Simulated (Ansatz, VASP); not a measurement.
# Re in VASP and in Ansatz

```
CELL_PARAMETERS angstrom
0.00000 1.94048 1.94048
1.94048 0.00000 1.94048
1.94048 1.94048 0.00000
ATOMIC_POSITIONS crystal
Re 0.00000 0.00000 0.00000
```

Alike in both runs: functional PBEsol; k mesh 18 × 18 × 18; occupations fermi-dirac, width 0.1 eV; no spin polarisation.

Ansatz relaxed the structure, and its values are those at the end. VASP's run is a single point on that final structure, the one shown.

|  | VASP | Ansatz |
| --- | --- | --- |
| version | VASP 6.6.1 | Ansatz 0.2.0 |
| potentials or method | VASP PAW PBE potentials, release 64 (Re) | PAW with Ansatz's default frozen-core files, scalar-relativistic |
| plane-wave cutoff (eV) | 520 | 420 |
| valence electrons in the cell | 7 | 15 |

|  | VASP | Ansatz | Ansatz less VASP |
| --- | --- | --- | --- |
| pressure (GPa) | -0.1 | 0.0 | +0.05 |

The two sets of potentials don't hold the same shells in valence.

Caveats: the PAW data sets were made with another functional, which shifts forces and pressure a little (VASP). The runs have no spin-orbit coupling, so splittings on Re are missing.
